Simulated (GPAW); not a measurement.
The system is Sb.

```
Sb
1.0
    -1.91168    1.89860    1.91097
     1.86645   -1.92422    1.89137
     1.82583    1.83838   -1.93660
Sb
1
Direct
  0.00668 0.00212 0.01774
```

The cell isn't the ideal one: cell strained at random at fixed volume.

Base run:

| Item | Value |
| --- | --- |
| Program | GPAW 26.7.0 |
| Functional | PBEsol |
| Potentials or basis | PAW data sets generated in the run's folder for this functional |
| Cutoff | 600 eV |
| Basis | pw |
| k mesh | 10 × 10 × 10 |
| Occupations | fermi-dirac, width 0.05 eV |
| Spin | no spin polarisation |

Its results: band gap on the k mesh none (metal or under the smearing width); pressure -0.5 GPa.

Task: The run is repeated on the same cell with these changes: functional from PBEsol to PBE; potentials or basis from PAW data sets generated in the run's folder for this functional to GPAW PAW data sets (gpaw-data 1.2.1). What comes out?

Result: Band gap on the k mesh none (metal or under the smearing width); pressure 2.6 GPa.
